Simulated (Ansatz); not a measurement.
Here is an Ansatz 0.2.0 calculation.

input.yaml

```yaml
crystal:
  lattice:
    - [-1.9796595667, 1.9796595667, 1.9796595667]
    - [1.9796595667, -1.9796595667, 1.9796595667]
    - [1.9796595667, 1.9796595667, -1.9796595667]
  atoms:
    - { symbol: Pb, position: [0.0, 0.0, 0.0] }
hamiltonian:
  xc: pbe
  pseudopotentials: { kind: paw }
  dispersion: d4
kpoints:
  mp_grid: { grid: [9, 9, 9] }
scf:
  occupations: { method: fermi_dirac, width: 0.05 }
output:
  forces: true
  stress: true
  eigenvalues: true
relax:
  f_tol: 0.01
  max_steps: 40
  cell: { stress_tol: 0.05 }
```

Potentials or basis: Ansatz PAW.

Run with:

```bash
$ ansatz run input.yaml --threads 2 --pin off --max-ram 5632MiB --backend cpu --events-out ev --progress --plain --runs-dir out
```

Q: Estimate the relaxed cell.

A: a = 3.395 Å, b = 3.395 Å, c = 3.395 Å, α = 109.47°, β = 109.47°, γ = 109.47°.

Q: Predict the space group after relaxing (to 0.05 Å).

A: Im-3m (No. 229).

Q: Estimate the band gap on the k mesh.

A: None (metal or under the smearing width).

Final structure:
```cif
data_structure
_symmetry_space_group_name_H-M 'P 1'
_symmetry_Int_Tables_number 1
_cell_length_a 3.3950
_cell_length_b 3.3950
_cell_length_c 3.3950
_cell_angle_alpha 109.471
_cell_angle_beta 109.471
_cell_angle_gamma 109.471
_cell_volume 30.12
loop_
_atom_site_label
_atom_site_type_symbol
_atom_site_fract_x
_atom_site_fract_y
_atom_site_fract_z
_atom_site_occupancy
Pb1 Pb 0.00000 0.00000 0.00000 1
```

 Spin-orbit coupling is left out, which matters for the levels of Pb.
